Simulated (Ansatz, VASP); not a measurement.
Si in VASP and in Ansatz

```
Si
1.0
     0.00000    2.71850    2.71850
     2.71850    0.00000    2.71850
     2.71850    2.71850    0.00000
Si
2
Direct
  0.50000 0.50000 0.50000
  0.75000 0.75000 0.75000
```

Alike in both runs: task relaxation of cell and atoms; functional LDA; k mesh 8 × 8 × 8; occupations gaussian, width 0.02 eV; no spin polarisation.

```csv
,VASP,Ansatz
version,VASP 6.6.1,Ansatz 0.2.0
potentials or method,"VASP PAW LDA potentials, release 64 (Si)","scalar-relativistic, plane waves, PAW"
plane-wave cutoff (eV),600,420
valence electrons in the cell,8,8
```

VASP gave:

```
gap on the k mesh at the Fermi level, each at its own relaxed structure (eV) : 0.49
relaxed volume (Å³/atom)                                                     : 19.72
relaxed cell length with the largest relative difference (Å)                 : 3.821
energy change over the relaxation (meV/atom)                                 : -2
```

Q: Which values does Ansatz return?

A: gap on the k mesh at the Fermi level, each at its own relaxed structure (eV): 0.49; relaxed volume (Å³/atom): 19.70; relaxed cell length with the largest relative difference (Å): 3.820; energy change over the relaxation (meV/atom): -2.

Ansatz warned: «pseudo_functional_mismatch».

LDA usually gives volumes a few per cent too small. Zero-point motion and thermal expansion aren't in these numbers.
